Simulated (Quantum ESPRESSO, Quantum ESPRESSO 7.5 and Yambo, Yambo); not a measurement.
# AlAs (F-43m): G0W0 with Yambo, start to end

Aim: the G0W0 gap of AlAs (F-43m) on PBE, step by step.

Program: Quantum ESPRESSO 7.5 and Yambo 5.3.0. Level of theory: PBE and many-body steps on it, plane waves. Results are calculated unless marked as measured.

**Experimental background.**

- Gap 3.018 eV: lowest direct gap at Gamma; earlier measurement quoted from literature, technique not stated; 300 K; bulk crystal (pure AlAs, literature value used as model input) (quoted in “Simultaneous Measurement of Mid-Infrared Refractive Indices in Thin-Film Heterostructures: Methodology and Results for GaAs/AlGaAs”, 2023, arxiv:2301.08293).

This is a report of a sequence of runs, with most program output left out.

**1. The starting structure**

The structure is cubic, space group F-43m (No. 216). The conventional cell has a = 5.661 Å, b = 5.661 Å, c = 5.661 Å, α = 90.00°, β = 90.00°, γ = 90.00°. Nearest to Al lie 4 As at 2.45 Å. Nearest to As lie 4 Al at 2.45 Å. Farther neighbours are not listed.

Structure file:

```cif
data_structure
_symmetry_space_group_name_H-M 'F-43m'
_symmetry_Int_Tables_number 216
_cell_length_a 5.6608
_cell_length_b 5.6608
_cell_length_c 5.6608
_cell_angle_alpha 90.000
_cell_angle_beta 90.000
_cell_angle_gamma 90.000
_cell_volume 181.40
loop_
_atom_site_label
_atom_site_type_symbol
_atom_site_symmetry_multiplicity
_atom_site_Wyckoff_symbol
_atom_site_fract_x
_atom_site_fract_y
_atom_site_fract_z
_atom_site_occupancy
Al1 Al 4 a 0.00000 0.00000 0.00000 1
As1 As 4 d 0.25000 0.25000 0.75000 1
```

The cell and positions come from the Crystallography Open Database and are kept as given unless a step says otherwise.

**2. Ground state**

This step: Quantum ESPRESSO 7.5; DFT, PBE, plane waves, norm-conserving pseudopotentials.

The ground-state density comes first.

pw.in reads:

```
&control
  calculation = 'scf'
  prefix = 'x'
  outdir = 'o'
  pseudo_dir = 'pseudo'
/
&system
  ibrav = 0
  nat = 2
  ntyp = 2
  ecutwfc = 76.0
  nbnd = 14
  force_symmorphic = .true.
/
&electrons
  conv_thr = 1e-10
  electron_maxstep = 80
  mixing_beta = 0.5
/
ATOMIC_SPECIES
  Al 26.982 Al.upf
  As 74.922 As.upf
CELL_PARAMETERS angstrom
  0.0000000000 2.8304000000 2.8304000000
  2.8304000000 0.0000000000 2.8304000000
  2.8304000000 2.8304000000 -0.0000000000
ATOMIC_POSITIONS crystal
  Al 0.0000000000 0.0000000000 0.0000000000
  As 0.2500000000 0.2500000000 0.2500000000
K_POINTS automatic
  6 6 6 0 0 0
```

The run is started by

```console
$ OMP_NUM_THREADS=1 mpirun -n 8 pw.x -nk 8 -in pw.in > pw.out
```

Wall time 3.4 s (8 MPI ranks of Arm Neoverse V2, shared host); peak memory 0.47 GiB.

This step gave:

| Quantity | Value |
| --- | --- |
| total energy | -2950.2336 eV |
| gap | 1.436 eV |
| k of the valence top | 0, 0, 0 |
| k of the conduction bottom | 0, -0.5, -0.5 |
| least direct gap | 2.045 eV |

The gap is indirect, with the least direct gap 0.61 eV higher.

**3. Bands along the symmetry lines**

Levels along a band path, at the cheap level, show where the edges lie and whether the meshes to come will hold them.

pw.in reads:

```
&control
  calculation = 'bands'
  prefix = 'x'
  outdir = 'o'
  pseudo_dir = 'pseudo'
/
&system
  ibrav = 0
  nat = 2
  ntyp = 2
  ecutwfc = 76.0
  nbnd = 15
  force_symmorphic = .true.
/
&electrons
  conv_thr = 1e-9
  electron_maxstep = 80
  diago_full_acc = .true.
  diago_thr_init = 5e-6
/
ATOMIC_SPECIES
  Al 26.982 Al.upf
  As 74.922 As.upf
CELL_PARAMETERS angstrom
  0.0000000000 2.8304000000 2.8304000000
  2.8304000000 0.0000000000 2.8304000000
  2.8304000000 2.8304000000 -0.0000000000
ATOMIC_POSITIONS crystal
  Al 0.0000000000 0.0000000000 0.0000000000
  As 0.2500000000 0.2500000000 0.2500000000
K_POINTS crystal
  50
  0.00000000 0.00000000 0.00000000 1
  -0.06250000 -0.06250000 0.00000000 1
  -0.12500000 -0.12500000 0.00000000 1
  -0.18750000 -0.18750000 0.00000000 1
  -0.25000000 -0.25000000 0.00000000 1
  -0.31250000 -0.31250000 0.00000000 1
  -0.37500000 -0.37500000 0.00000000 1
  -0.43750000 -0.43750000 0.00000000 1
  -0.50000000 -0.50000000 0.00000000 1
  -0.48437500 -0.48437500 0.03125000 1
  -0.46875000 -0.46875000 0.06250000 1
  -0.45312500 -0.45312500 0.09375000 1
  -0.43750000 -0.43750000 0.12500000 1
  -0.42187500 -0.42187500 0.15625000 1
  -0.40625000 -0.40625000 0.18750000 1
  -0.39062500 -0.39062500 0.21875000 1
  -0.37500000 -0.37500000 0.25000000 1
  -0.37500000 0.00000000 0.37500000 1
  -0.32812500 0.00000000 0.32812500 1
  -0.28125000 0.00000000 0.28125000 1
  -0.23437500 0.00000000 0.23437500 1
  -0.18750000 0.00000000 0.18750000 1
  -0.14062500 0.00000000 0.14062500 1
  -0.09375000 0.00000000 0.09375000 1
  -0.04687500 0.00000000 0.04687500 1
  0.00000000 0.00000000 0.00000000 1
  0.00000000 0.00000000 0.06250000 1
  0.00000000 0.00000000 0.12500000 1
  0.00000000 0.00000000 0.18750000 1
  0.00000000 0.00000000 0.25000000 1
  0.00000000 0.00000000 0.31250000 1
  0.00000000 0.00000000 0.37500000 1
  0.00000000 0.00000000 0.43750000 1
  -0.00000000 -0.00000000 0.50000000 1
  -0.06250000 -0.03125000 0.46875000 1
  -0.12500000 -0.06250000 0.43750000 1
  -0.18750000 -0.09375000 0.40625000 1
  -0.25000000 -0.12500000 0.37500000 1
  -0.31250000 -0.15625000 0.34375000 1
  -0.37500000 -0.18750000 0.31250000 1
  -0.43750000 -0.21875000 0.28125000 1
  -0.50000000 -0.25000000 0.25000000 1
  -0.50000000 -0.28125000 0.21875000 1
  -0.50000000 -0.31250000 0.18750000 1
  -0.50000000 -0.34375000 0.15625000 1
  -0.50000000 -0.37500000 0.12500000 1
  -0.50000000 -0.40625000 0.09375000 1
  -0.50000000 -0.43750000 0.06250000 1
  -0.50000000 -0.46875000 0.03125000 1
  -0.50000000 -0.50000000 0.00000000 1
```

Run time: 3 s. Hardware: 8 MPI ranks; peak memory 0.41 GiB; 23 s of CPU time.

This step gave:

```yaml
gap: 1.436 eV
k_of_the_valence_top: 0, 0, 0
k_of_the_conduction_bottom: -0.5, -0.5, 0
least_direct_gap: 2.045 eV
```

The gap is 1.436 eV, as in the run before at this level.

The electronic bands at the labelled points (eV, zero at the top of the highest filled band):

| point | band 6 | band 7 | band 8 | band 9 | band 10 | band 11 | band 12 | band 13 |
| --- | --- | --- | --- | --- | --- | --- | --- | --- |
| Γ | -11.87 | 0.00 | 0.00 | 0.00 | 2.04 | 4.29 | 4.29 | 4.29 |
| halfway | -11.09 | -3.21 | -1.34 | -1.34 | 2.59 | 3.78 | 6.84 | 6.84 |
| X | -9.90 | -5.43 | -2.17 | -2.17 | 1.44 | 2.30 | 10.33 | 10.33 |
| halfway | -9.90 | -5.35 | -2.71 | -2.08 | 1.80 | 3.03 | 9.53 | 9.58 |
| U | -9.94 | -5.17 | -3.41 | -1.80 | 2.24 | 4.98 | 8.18 | 8.33 |
| jump to K | -9.94 | -5.17 | -3.41 | -1.80 | 2.24 | 4.98 | 8.18 | 8.33 |
| halfway | -11.03 | -3.68 | -2.00 | -0.46 | 3.71 | 4.97 | 5.18 | 5.93 |
| Γ | -11.87 | 0.00 | 0.00 | 0.00 | 2.04 | 4.29 | 4.29 | 4.29 |
| halfway | -11.29 | -3.38 | -0.48 | -0.48 | 2.62 | 4.92 | 4.92 | 6.45 |
| L | -10.45 | -5.57 | -0.82 | -0.82 | 2.14 | 4.69 | 4.69 | 7.76 |
| halfway | -10.19 | -5.26 | -2.69 | -1.54 | 3.67 | 4.25 | 6.69 | 7.66 |
| W | -9.87 | -5.08 | -3.18 | -2.82 | 4.33 | 5.65 | 5.71 | 6.07 |
| halfway | -9.89 | -5.28 | -2.69 | -2.54 | 2.50 | 3.41 | 8.13 | 8.86 |
| X | -9.90 | -5.43 | -2.17 | -2.17 | 1.44 | 2.30 | 10.33 | 10.33 |

**4. Empty states on the mesh, 4×4×4 mesh, 111 bands**

The sums over transitions need many empty states on a uniform mesh; this step solves for them.

pw.in reads:

```
&control
  calculation = 'nscf'
  prefix = 'x'
  outdir = 'o'
  pseudo_dir = 'pseudo'
/
&system
  ibrav = 0
  nat = 2
  ntyp = 2
  ecutwfc = 76.0
  nbnd = 111
  force_symmorphic = .true.
/
&electrons
  conv_thr = 1e-9
  electron_maxstep = 80
  diago_full_acc = .true.
  diago_thr_init = 5e-6
/
ATOMIC_SPECIES
  Al 26.982 Al.upf
  As 74.922 As.upf
CELL_PARAMETERS angstrom
  0.0000000000 2.8304000000 2.8304000000
  2.8304000000 0.0000000000 2.8304000000
  2.8304000000 2.8304000000 -0.0000000000
ATOMIC_POSITIONS crystal
  Al 0.0000000000 0.0000000000 0.0000000000
  As 0.2500000000 0.2500000000 0.2500000000
K_POINTS automatic
  4 4 4 0 0 0
```

The run is started by

```console
$ OMP_NUM_THREADS=1 mpirun -n 8 pw.x -nk 4 -in pw.in > pw.out
```

Wall time 4.4 s (8 MPI ranks); peak memory 0.5 GiB; 34 s of CPU time.

Numbers from this step:

```
gap                                                           : 1.436 eV
k of the valence top                                          : 0, 0, 0
k of the conduction bottom                                    : 0, -0.5, -0.5
least direct gap                                              : 2.045 eV
k points computed                                             : 8
lowest point of the top converged band, above the valence top : 87.2744 eV
```

On this mesh the gap is 1.436 eV.

**5. Conversion and set-up**

This step: Yambo 5.3.0; conversion and set-up on PBE, plane waves, norm-conserving pseudopotentials.

The states are converted to the many-body program's format and the q mesh is built.

The run is started by

```console
$ (cd o/x.save; p2y > p2y.log; mv SAVE ../..); yambo > setup.log
```

Wall time 2.4 s (1 MPI rank); peak memory 0.24 GiB.

**6. Screening and self-energy, 4×4×4 mesh, 111 bands, screening to 129.3 eV**

G0W0 replaces the xc potential by the self-energy, built once from these orbitals. Only a window of levels is corrected, while the sums run over the empty bands that the input names.

This step: G0W0 on PBE, plane waves, norm-conserving pseudopotentials.

gw1.in reads:

```
HF_and_locXC
gw0
dyson
ppa
em1d
rim_cut
RandQpts= 1000000
RandGvec= 1 RL
EXXRLvcs= 76 Ry
VXCRLvcs= 304 Ry
Chimod= "HARTREE"
% BndsRnXp
 1 | 111 |
%
NGsBlkXp= 9.5 Ry
% LongDrXp
 1 | 1 | 1 |
%
% GbndRnge
 1 | 111 |
%
DysSolver= "n"
ExtendOut
PPAPntXp= 27.21138 eV
% QPkrange
 1 | 8 | 7 | 13 |
%
```

The run is started by

```console
$ OMP_NUM_THREADS=1 mpirun -n 8 yambo -F gw1.in -J gw1 -C gw1 > gw1.log
```

Run time: 96 s. Hardware: 8 MPI ranks; peak memory 3 GiB; 13 min of CPU time.

This step gave:

```yaml
g0w0_gap_on_the_mesh: 2.488 eV
starting_gap_on_the_mesh: 1.436 eV
k_of_the_valence_top: 0, 0, 0
k_of_the_conduction_bottom: 0, -0.5, -0.5
least_direct_g0w0_gap_on_the_computed_points: 3.128 eV
z_at_the_valence_top: 0.788
z_at_the_conduction_bottom: 0.8049
```

The gap on the mesh goes from 1.44 eV to 2.49 eV, a correction of +1.05 eV.

Limits: finite bands, cutoff and mesh; exchange with frozen shells missing; no spin-orbit coupling; coarse k mesh. v1 is the top filled band, c1 the lowest empty one. Levels before and after the correction, in eV, zero at the valence-band top of each column:

|  | conduction bottom | valence top |
| --- | --- | --- |
| Kohn-Sham | 1.44 | 0.00 |
| G0W0 | 2.49 | 0.00 |

|  | level | energy (eV) |
| --- | --- | --- |
| Kohn-Sham | Γ v3-v1 | 0.000 |
| Kohn-Sham | Γ c1 | 2.045 |
| Kohn-Sham | Γ c2-c4 | 4.294 |
| Kohn-Sham | (0 -0.5 -0.5) v3 | -5.426 |
| Kohn-Sham | (0 -0.5 -0.5) v2-v1 | -2.173 |
| Kohn-Sham | (0 -0.5 -0.5) c1 | 1.436 |
| Kohn-Sham | (0 -0.5 -0.5) c2 | 2.301 |
| Kohn-Sham | (0 -0.5 -0.5) c3-c4 | 10.325 |
| G0W0 | Γ v3-v1 | 0.000 |
| G0W0 | Γ c1 | 3.128 |
| G0W0 | Γ c2-c4 | 5.542 |
| G0W0 | (0 -0.5 -0.5) v3 | -5.392 |
| G0W0 | (0 -0.5 -0.5) v2-v1 | -2.205 |
| G0W0 | (0 -0.5 -0.5) c1 | 2.488 |
| G0W0 | (0 -0.5 -0.5) c2 | 3.467 |
| G0W0 | (0 -0.5 -0.5) c3-c4 | 11.221 |

**7. Where the time went**

Times are wall times on the hardware named with each run, good to a factor of about two.

| step | time | share | memory (GiB) |
| --- | --- | --- | --- |
| ground state | 3.4 s | 3 % | 0.47 |
| bands along the symmetry lines | 3 s | 3 % | 0.41 |
| empty states on the mesh | 4.4 s | 4 % | 0.5 |
| conversion and set-up | 2.4 s | 2 % | 0.24 |
| screening and self-energy | 96 s | 88 % | 3.0 |

**8. Outcome**

```
PBE gap              : 1.44 eV, indirect
G0W0 gap on the mesh : 2.49 eV
GW settings          : 4×4×4 mesh, 111 bands, screening to 129.3 eV, Godby-Needs plasmon pole
known limits         : not at the basis limit; exchange with frozen shells missing; no spin-orbit coupling; coarse k mesh
```

What this shows: G0W0 moves the gap on the mesh from 1.44 eV to 2.49 eV (+1.05 eV), with Z of 0.79 and 0.80 at the edges. The dearest step here is «screening and self-energy». Against experiment, by G0W0@PBE: the direct gap of 3.13 eV lies +0.11 eV from the measured 3.018 eV (direct, 300 K, quoted 2023). An exciton line or allowed optical edge lies below the quasiparticle gap by the binding energy; a forbidden edge can push the onset above it. The calculation has static nuclei and no excitons; a measured gap holds zero-point and thermal motion, which mostly lowers it. Bands and cutoff are finite, so the gap is not at the basis limit. The miss can reach some tenths of an eV and take either sign; the mesh is an error of its own. The 4×4×4 mesh is coarse for this cell, which bears on the long-range parts of exchange and screening. The norm-conserving file of at least one element keeps a d shell over frozen s and p shells of the same row. Exchange with those shells is missing from the self-energy, an error of 0.3 to 0.9 eV in cases checked, whose sign depends on which edge lies on those atoms. The many-body steps are scalar-relativistic: spin-orbit coupling is not in them.

[Paths, hosts, dates, memory and timing lines, banners, echoed tables and standing remarks are left out of the program output.]

[Logs are printed without paths, hosts, clocks, repeated set-up lines and the standing remarks that a program may print on its own settings, such as how far it seeks lower states.]

[Runs of the session that timed out or met a known fault of the program may be left out.]

[Hosts, paths, dates, database ids (printed as entryN), source tags and the programs' standing remarks are cut or masked in the printed files.]
